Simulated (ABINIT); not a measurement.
Runs of ABINIT 10.8.3 (patched build) on BP. It takes space group F-43m (No. 216, cubic). Conventional cell: a = 4.538 Å, b = 4.538 Å, c = 4.538 Å, α = 90.00°, β = 90.00°, γ = 90.00°. P (site symmetry -43m) is surrounded by 4 B at 1.97 Å. B (site symmetry -43m) is surrounded by 4 P at 1.97 Å. 

```tsv
potentials or basis	cutoff (eV)	fine-grid cutoff	gap on the mesh (eV)	pressure (GPa)
Ansatz NC r2SCAN	1415	-	1.41	0.2
PseudoDojo NC SR PBE v0.4.1 standard	1252	-	1.33	1.5
JTH PAW PBE v2.0	653	1251.72 eV	(b)	-0.4
Ansatz PAW PBE default generated set, frozen core	490	979.61 eV	1.42	-0.4
SG15 NC PBE v1.2	980	-	1.41	(a)
```

Alike in all rows: task single point; level r2SCAN; no spin polarisation; cell as given; k mesh 10 × 10 × 10; smearing fermi-dirac 0.05 eV.

Question: Fill in the values left out.

Answer: (a) -0.5; (b) 1.45.

Caveats: the potentials were made for another functional, which shifts forces and pressure (some runs); the PAW data sets were made with another functional, which shifts forces and pressure a little (some runs); a meta-GGA on potentials with a model core is unreliable (some runs); the atomic spheres overlap (some runs).

A k mesh can miss the band edges.
